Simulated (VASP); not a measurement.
## AlAs: band structure with LDA

AlAs:

```
As Al
1.0
     0.00000    2.83040    2.83040
     2.83040    0.00000    2.83040
     2.83040    2.83040    0.00000
As Al
1 1
Cartesian
  4.2456 4.2456 4.2456
  0.0000 0.0000 0.0000
```

- Program: VASP 6.6.1
- Task: band structure
- Functional: LDA
- Potentials or basis: VASP PAW LDA potentials, release 64 (As, Al)
- Cutoff: 520 eV
- k mesh: 8 × 8 × 8
- Occupations: gaussian, width 0.02 eV
- Spin: no spin polarisation
- Further INCAR settings: ALGO = Fast; EDIFF = 1e-06; NBANDS = 11

```yaml
Band_gap_on_the_k_mesh: 1.34 eV, indirect (least direct gap 1.88 eV)
Band_gap_along_the_path: 1.34 eV, indirect (least direct gap 1.88 eV)
```

Levels at the corners of the path, in eV from the valence-band top:
```tsv
point	band 1	band 2	band 3	band 4	band 5	band 6	band 7	band 8
Γ	-11.89	0.00	0.00	0.00	1.88	4.25	4.25	4.25
X	-9.93	-5.45	-2.18	-2.18	1.34	2.20	10.20	10.20
X	-9.93	-5.45	-2.18	-2.18	1.34	2.20	10.20	10.20
W	-9.90	-5.10	-3.20	-2.84	4.25	5.57	5.62	5.97
W	-9.90	-5.10	-3.20	-2.84	4.25	5.57	5.62	5.97
K	-9.96	-5.19	-3.44	-1.80	2.14	4.89	8.10	8.21
K	-9.96	-5.19	-3.44	-1.80	2.14	4.89	8.10	8.21
Γ	-11.89	0.00	0.00	0.00	1.88	4.25	4.25	4.25
Γ	-11.89	0.00	0.00	0.00	1.88	4.25	4.25	4.25
L	-10.48	-5.60	-0.82	-0.82	2.02	4.64	4.64	7.59
L	-10.48	-5.60	-0.82	-0.82	2.02	4.64	4.64	7.59
U	-9.96	-5.19	-3.44	-1.80	2.14	4.89	8.10	8.21
U	-9.96	-5.19	-3.44	-1.80	2.14	4.89	8.10	8.21
W	-9.90	-5.10	-3.20	-2.84	4.25	5.57	5.62	5.97
W	-9.90	-5.10	-3.20	-2.84	4.25	5.57	5.62	5.97
L	-10.48	-5.60	-0.82	-0.82	2.02	4.64	4.64	7.59
L	-10.48	-5.60	-0.82	-0.82	2.02	4.64	4.64	7.59
K	-9.96	-5.19	-3.44	-1.80	2.14	4.89	8.10	8.21
U	-9.96	-5.19	-3.44	-1.80	2.14	4.89	8.10	8.21
X	-9.93	-5.45	-2.18	-2.18	1.34	2.20	10.20	10.20
```

Wall time 23 s on 1 thread of Intel(R) Xeon(R) Platinum 8488C (Sapphire Rapids), on a shared host, peak memory 0.17 GiB.

Caveat: the log is that of the step along the path at fixed density, whose energy, stress, charges and moments have no meaning.
